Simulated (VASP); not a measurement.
# BeS (F-43m) in VASP: settings compared

The runs below take BeS through equation of state, with PBEsol, PBE.

All numbers are computed with VASP 6.6.1; they aren't measurements. Logs are shortened: lines on timing, memory, paths and dates and some standing lists are left out, and cuts for length are marked.

### Step 1. The structure

Symmetry: F-43m, No. 216, cubic system. Conventional cell: a = 4.850 Å, b = 4.850 Å, c = 4.850 Å, α = 90.00°, β = 90.00°, γ = 90.00°. Around S (site symmetry -43m) lie 4 Be at 2.10 Å. Be (site symmetry -43m) is surrounded by 4 S at 2.10 Å.

### Step 2. Equation of state, PBEsol, 13.40 Å³/atom (volume scaled by 0.94)

File INCAR:

```
SYSTEM = BeS
PREC = Accurate ; ENCUT = 520
EDIFF = 1E-7 ; ISMEAR = -1
SIGMA = 0.05 ; LREAL = .False.
LASPH = .True. ; NELM = 100
ALGO = Normal ; ISIF = 2
LWAVE = .False. ; LCHARG = .False.
GGA = PS ; NBANDS = 11
```

File KPOINTS:

```
regular mesh
0
Gamma
  9 9 9
  0 0 0
```

File POSCAR:

```
BeS
1.0
    0.0000000000      2.3754963136      2.3754963136
    2.3754963136      0.0000000000      2.3754963136
    2.3754963136      2.3754963136      0.0000000000
S Be
1 1
Direct
    0.7500000000      0.7500000000      0.7500000000
    0.0000000000      0.0000000000      0.0000000000
```

Potentials or basis: VASP PAW PBE potentials, release 64 (S, Be).

Command:

```
$ cat potpaw_PBE.64/S/POTCAR potpaw_PBE.64/Be/POTCAR > POTCAR
$ mpirun -np 1 vasp_std > vasp.out
```

OUTCAR:

```text
SYSTEM = BeS
   PREC = Accurate
   ENCUT = 520
   EDIFF = 1E-7
   ISMEAR = -1
   LREAL = .False.
   LASPH = .True.
   NELM = 100
   ISIF = 2
   GGA = PS

 Found     35 irreducible k-points:

 Following reciprocal coordinates:
            Coordinates               Weight
  0.000000  0.000000  0.000000      1.000000
  0.111111  0.000000  0.000000      8.000000
  0.222222  0.000000  0.000000      8.000000
  0.333333  0.000000  0.000000      8.000000
  0.444444  0.000000  0.000000      8.000000
  0.111111  0.111111  0.000000      6.000000
   k-points           NKPTS =     35   k-points in BZ     NKDIM =     35   number of bands    NBANDS=     11
   number of dos      NEDOS =    301   number of ions     NIONS =      2
   total plane-waves  NPLWV =  21952
   dimension x,y,z NGX =    28 NGY =   28 NGZ =   28
   dimension x,y,z NGXF=    56 NGYF=   56 NGZF=   56
   ions per type =               1   1
   NGX,Y,Z   is equivalent  to a cutoff of  13.86, 13.86, 13.86 a.u.
   NGXF,Y,Z  is equivalent  to a cutoff of  27.71, 27.71, 27.71 a.u.
 SYSTEM =  BeS
   PREC   = accura    normal or accurate (medium, high low for compatibility)
   ISTART =      0    job   : 0-new  1-cont  2-samecut
   ICHARG =      2    charge: 1-file 2-atom 10-const
   ISPIN  =      1    spin polarized calculation?
   LNONCOLLINEAR =      F non collinear calculations
   LSORBIT =      F    spin-orbit coupling
   LASPH  =      T    aspherical Exc in radial PAW
   ENCUT  =  520.0 eV  38.22 Ry    6.18 a.u.   6.25  6.25  6.25*2*pi/ulx,y,z
   NELM   =    100;   NELMIN=  2; NELMDL= -5     # of ELM steps
   EDIFF  = 0.1E-06   stopping-criterion for ELM
   LREAL  =      F    real-space projection
   EDIFFG = 0.1E-05   stopping-criterion for IOM
   NSW    =      0    number of steps for IOM
   IBRION =     -1    ionic relax: 0-MD 1-quasi-New 2-CG
   NFREE  =      0    steps in history (QN), initial steepest desc. (CG)
   ISIF   =      2    stress and relaxation
   ISYM   =      2    0-nonsym 1-usesym 2-fastsym
   POTIM  = 0.5000    time-step for ionic-motion
   TEBEG  =    0.0;   TEEND  =   0.0 temperature during run
   PSTRESS=    0.0 pullay stress
   NELECT =       8.0000    total number of electrons
   NUPDOWN=      -1.0000    fix difference up-down
   EMIN   =  10.00;   EMAX   =-10.00  energy-range for DOS
   EFERMI =   0.00;   METHOD = LEGACY
   ISMEAR =    -1;   SIGMA  =   0.05  broadening in eV -4-tet -1-fermi 0-gaus
   EFERMI_NEDOS =   21; number of points for ismear=-14 and -15
   IALGO  =     38    algorithm
   IMIX   =      4    mixing-type and parameters
     AMIX     =   0.40;   BMIX     =  1.00
     AMIX_MAG =   1.60;   BMIX_MAG =  1.00
  volume/ion in A,a.u.               =      13.40        90.46
  Fermi-wavevector in a.u.,A,eV,Ry     =   1.093974  2.067312 16.283178  1.196780
  Thomas-Fermi vector in A             =   2.230270
   LORBIT       =      0    0 simple, 1 ext, 2 COOP (PROOUT), +10 PAW based schemes
   GGA     = PS    functional components
   LHFCALC =     F    Hartree Fock is set to
   AEXX    =    0.0000 exact exchange contribution
   IVDW    =     0    specifies the selected vdW correction
   LEPSILON=     F    determine dielectric tensor
   LRPA    =     F    only Hartree local field effects (RPA)
 non-spin polarized calculation
  energy-cutoff  :      520.00
  volume of cell :       26.81
 maximum number of plane-waves:       745
 NGX is ok and might be reduce to    28
   NGX = 13   NGY = 13   NGZ = 13

 number of electron       8.0000001 magnetization

 Free energy of the ion-electron system (eV)
  ---------------------------------------------------
  ext. energy  EPLUGINS =         0.00000000
  ---------------------------------------------------
  free energy    TOTEN  =       -10.53605807 eV

  energy without entropy =      -10.53605807  energy(sigma->0) =      -10.53605807

 E-fermi :   5.8161     XC(G=0): -10.1557

 val. band max:        4.8069194733   @ k =   0.0000   0.0000   0.0000
 cond. band min:       7.6915791538   @ k =   0.4444   0.4444   0.0000
 fundamental gap:      2.8846596805
 Fermi energy:         5.8161063646

 k-point     1 :       0.0000    0.0000    0.0000
  band No.  band energies     occupation
      1      -9.3462      2.00000
      2       4.8069      2.00000
      3       4.8069      2.00000
      4       4.8069      2.00000
      5      10.3801      0.00000
      6      10.3801      0.00000
      7      10.3801      0.00000
      8      11.0429      0.00000
      9      17.7245      0.00000
     10      17.7245      0.00000
     11      19.9624      0.00000

 k-point     2 :       0.1111    0.0000    0.0000
  band No.  band energies     occupation
      1      -9.1923      2.00000
      2       3.7383      2.00000
      3       4.6258      2.00000
      4       4.6258      2.00000
      5      10.4289      0.00000
      6      10.6975      0.00000
      7      10.6975      0.00000
      8      12.0757      0.00000
      9      17.0679      0.00000
     10      17.0679      0.00000
     11      19.6860      0.00000

 k-point     3 :       0.2222    0.0000    0.0000
  band No.  band energies     occupation
      1      -8.7561      2.00000
      2       1.7418      2.00000
      3       4.2431      2.00000
      4       4.2431      2.00000
      5      10.4397      0.00000
      6      11.2517      0.00000
      7      11.2517      0.00000
      8      13.9876      0.00000
      9      16.6252      0.00000
     10      16.6252      0.00000
     11      19.2195      0.00000

 k-point     4 :       0.3333    0.0000    0.0000
  band No.  band energies     occupation
      1      -8.1404      2.00000
      2      -0.1198      2.00000
      3       3.8938      2.00000
      4       3.8938      2.00000
      5      10.4273      0.00000
      6      11.4015      0.00000
      7      11.4015      0.00000
      8      15.4460      0.00000
      9      17.5350      0.00000
     10      17.5350      0.00000
     11      19.3046      0.00000

 k-point     5 :       0.4444    0.0000    0.0000
  band No.  band energies     occupation
      1      -7.6177      2.00000
      2      -1.3043      2.00000
      3       3.6991      2.00000
      4       3.6991      2.00000
      5      10.4108      0.00000
      6      11.2880      0.00000
      7      11.2880      0.00000
      8      16.0079      0.00000
      9      19.4413      0.00000
     10      19.4413      0.00000
     11      20.1504      0.00000

 k-point     6 :       0.1111    0.1111    0.0000
  band No.  band energies     occupation
      1      -9.1410      2.00000
      2       3.9813      2.00000
      3       4.2623      2.00000
      4       4.2623      2.00000
      5       9.9816      0.00000
      6      11.2295      0.00000
      7      11.2295      0.00000
      8      12.0151      0.00000
      9      15.9190      0.00000
     10      18.0036      0.00000
     11      20.3756      0.00000

 [... further k-points ...]

------------------------ aborting loop because EDIFF is reached ----------------------------------------

  FORCE on cell =-STRESS in cart. coord.  units (eV):
  Direction    XX          YY          ZZ          XY          YZ          ZX
  --------------------------------------------------------------------------------------
  -------------------------------------------------------------------------------------
  Total        1.0094795      1.0094795      1.0094795     -0.0000000      0.0000000     -0.0000000
  in kB       60.3274574     60.3274574     60.3274574     -0.0000000      0.0000000     -0.0000000
  external PRESSURE =      60.3274574 kB  Pullay stress =       0.0000000 kB

 VOLUME and BASIS-vectors are now :
 -----------------------------------------------------------------------------
  energy-cutoff  :      520.00
  volume of cell :       26.81
      direct lattice vectors                 reciprocal lattice vectors
     0.000000000  2.375496314  2.375496314    -0.210482330  0.210482330  0.210482330
     2.375496314  0.000000000  2.375496314     0.210482330 -0.210482330  0.210482330
     2.375496314  2.375496314  0.000000000     0.210482330  0.210482330 -0.210482330

 POSITION                                       TOTAL-FORCE (eV/Angst)
 -----------------------------------------------------------------------------------
      3.56324      3.56324      3.56324         0.000000      0.000000      0.000000
      0.00000      0.00000      0.00000        -0.000000     -0.000000     -0.000000
 -----------------------------------------------------------------------------------
    total drift:                                0.000000      0.000000      0.000000

  FREE ENERGIE OF THE ION-ELECTRON SYSTEM (eV)
  ---------------------------------------------------
  free  energy   TOTEN  =       -10.5360580745 eV

  energy  without entropy=      -10.5360580745  energy(sigma->0) =      -10.53605807
```

Wall time 13 s (1 thread of Intel Xeon Platinum 8259CL at 2.50GHz (Skylake/Cascade Lake), shared host); peak memory 0.15 GiB.

What came out:

| Quantity | Value |
| --- | --- |
| Free energy | -10.5361 eV |
| Pressure | 6.0 GPa |
| Band gap on the k mesh | 2.88 eV, indirect (least direct gap 5.57 eV) |

Caveat: the PAW data sets were made with another functional, which shifts forces and pressure a little; an odd mesh through Γ misses points on the zone boundary, where band edges often lie.

### Step 3. Equation of state, PBEsol, 13.69 Å³/atom (volume scaled by 0.96)

INCAR is that of step 2.

KPOINTS is that of step 2.

File POSCAR:

```
BeS
1.0
    0.0000000000      2.3922257121      2.3922257121
    2.3922257121      0.0000000000      2.3922257121
    2.3922257121      2.3922257121      0.0000000000
S Be
1 1
Direct
    0.7500000000      0.7500000000      0.7500000000
    0.0000000000      0.0000000000      0.0000000000
```

Potentials or basis: VASP PAW PBE potentials, release 64 (S, Be).

Command:

```
$ cat potpaw_PBE.64/S/POTCAR potpaw_PBE.64/Be/POTCAR > POTCAR
$ mpirun -np 1 vasp_std > vasp.out
```

Wall time 13 s (1 thread of Intel Xeon Platinum 8259CL at 2.50GHz (Skylake/Cascade Lake), shared host); peak memory 0.15 GiB.

It converged, with:

```yaml
Free_energy: -10.5533 eV
Pressure: 3.6 GPa
Band_gap_on_the_k_mesh: 2.93 eV, indirect (least direct gap 5.59 eV)
```

Caveat: the PAW data sets were made with another functional, which shifts forces and pressure a little; an odd mesh through Γ misses points on the zone boundary, where band edges often lie.

### Step 4. Equation of state, PBEsol, 13.98 Å³/atom (volume scaled by 0.98)

INCAR is that of step 3.

KPOINTS is that of step 3.

File POSCAR:

```
BeS
1.0
    0.0000000000      2.4087243418      2.4087243418
    2.4087243418      0.0000000000      2.4087243418
    2.4087243418      2.4087243418      0.0000000000
S Be
1 1
Direct
    0.7500000000      0.7500000000      0.7500000000
    0.0000000000      0.0000000000      0.0000000000
```

Command:

```
$ cat potpaw_PBE.64/S/POTCAR potpaw_PBE.64/Be/POTCAR > POTCAR
$ mpirun -np 1 vasp_std > vasp.out
```

Run time: 13 s. Hardware: 1 thread of Intel Xeon Platinum 8259CL at 2.50GHz (Skylake/Cascade Lake), shared host; peak memory 0.15 GiB.

The run converged. Its results:

```yaml
Free_energy: -10.5624 eV
Pressure: 1.4 GPa
Band_gap_on_the_k_mesh: 2.98 eV, indirect (least direct gap 5.60 eV)
```

Caveat: the PAW data sets were made with another functional, which shifts forces and pressure a little; an odd mesh through Γ misses points on the zone boundary, where band edges often lie.

[end of part 1 of 2]
